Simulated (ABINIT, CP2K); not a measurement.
Given: the input of a run of ABINIT 10.8.3 (patched build) on Ga. This isn't the form of Ga at room conditions, which is orthorhombic.

The input run.abi:

```
# Pseudopotentials
pp_dirpath "./"
pseudos "Ga.GGA_PBE-JTH.xml"

# Structure
acell 4.44947 4.4494776499 2.7652 Angstrom
rprim
     1.0000000000     0.0000000000     0.0000000000
    -0.5000002641     0.8660252513     0.0000000000
     0.0000000000     0.0000000000     1.0000000000
ntypat 1
znucl 31
natom 2
typat 1 1
xred
     0.3333300000     0.6666700000     0.5000000000
     0.6666700000     0.3333300000     0.5000000000

# Plane-wave basis
ecut 17.0
pawecutdg 34.0
pawxcdev 0

# k points
kptopt 1
ngkpt 7 7 10
nshiftk 1
shiftk 0.0 0.0 0.0

# Exchange and correlation
ixc 11

# Bands and occupations
nband 17
occopt 3
tsmear 0.00183747

# SCF cycle
nstep 100
tolvrs 1.0e-9

# Output
iomode 3
prtwf 0
prtden 0
prteig 0
prtebands 0
```

Potentials or basis: JTH PAW PBE v2.0.

Run with:

```sh
$ abinit run.abi > log 2>&1
```

Set up the same calculation for CP2K 2026.2. Potentials or basis there: POTENTIAL_UZH Ga GTH-PBE-q13; TZVP-MOLOPT-PBE-GTH basis.

As run (cutoffs and basis follow the program's own potentials, and thresholds, step limits or extra output files can differ):

ga_scf.inp

```
&GLOBAL
  PROJECT ga_scf
  RUN_TYPE ENERGY_FORCE
  PRINT_LEVEL LOW
&END GLOBAL
&FORCE_EVAL
  METHOD QS
  STRESS_TENSOR ANALYTICAL
  &DFT
    BASIS_SET_FILE_NAME BASIS_MOLOPT_UZH
    POTENTIAL_FILE_NAME POTENTIAL_UZH
    &MGRID
      CUTOFF 450
      REL_CUTOFF 60
      NGRIDS 4
    &END MGRID
    &QS
      METHOD GPW
      EPS_DEFAULT 1.0E-10
    &END QS
    &KPOINTS
      SCHEME MONKHORST-PACK 7 7 10
      GAMMA_CENTERED T
      SYMMETRY T
      SYMMETRY_BACKEND SPGLIB
    &END KPOINTS
    &SCF
      SCF_GUESS ATOMIC
      EPS_SCF 1.0E-6
      MAX_SCF 100
      ADDED_MOS 10
      CHOLESKY OFF
      EPS_EIGVAL 1.0E-7
      &DIAGONALIZATION ON
        ALGORITHM STANDARD
      &END DIAGONALIZATION
      &MIXING ON
        METHOD BROYDEN_MIXING
        ALPHA 0.4
        BETA 1.5
        NBUFFER 8
      &END MIXING
      &SMEAR ON
        METHOD FERMI_DIRAC
        ELECTRONIC_TEMPERATURE 580.23
      &END SMEAR
    &END SCF
    &XC
      &XC_FUNCTIONAL PBE
      &END XC_FUNCTIONAL
    &END XC
    &PRINT
      &KPOINTS ON
      &END KPOINTS
      &MULLIKEN ON
      &END MULLIKEN
      &MO ON
        ENERGIES T
        OCCUPATION_NUMBERS T
        &EACH
          QS_SCF 0
        &END EACH
        ADD_LAST NUMERIC
      &END MO
      &LOWDIN ON
      &END LOWDIN
      &HIRSHFELD ON
        SHAPE_FUNCTION DENSITY
      &END HIRSHFELD
    &END PRINT
  &END DFT
  &SUBSYS
    &CELL
      A 4.4494700000 0.0000000000 0.0000000000
      B -2.2247400000 3.8533600000 0.0000000000
      C 0.0000000000 0.0000000000 2.7652000000
      PERIODIC XYZ
    &END CELL
    &COORD
      SCALED
      Ga  0.3333300000 0.6666700000 0.5000000000
      Ga  0.6666700000 0.3333300000 0.5000000000
    &END COORD
    &KIND Ga
      BASIS_SET TZVP-MOLOPT-PBE-GTH-q13
      POTENTIAL GTH-PBE-q13
    &END KIND
    &PRINT
      &ATOMIC_COORDINATES ON
      &END ATOMIC_COORDINATES
      &CELL ON
      &END CELL
    &END PRINT
  &END SUBSYS
  &PRINT
    &FORCES ON
    &END FORCES
    &STRESS_TENSOR ON
    &END STRESS_TENSOR
  &END PRINT
&END FORCE_EVAL
```

Potentials or basis: POTENTIAL_UZH Ga GTH-PBE-q13; TZVP-MOLOPT-PBE-GTH basis.

Launch:

```sh
$ OMP_NUM_THREADS=1 cp2k.psmp -i ga_scf.inp -o ga_scf.out
```

Both were run:

|  | ABINIT | CP2K |
| --- | --- | --- |
| Pressure | -0.1 GPa | 0.5 GPa |

Pressure is positive in compression.
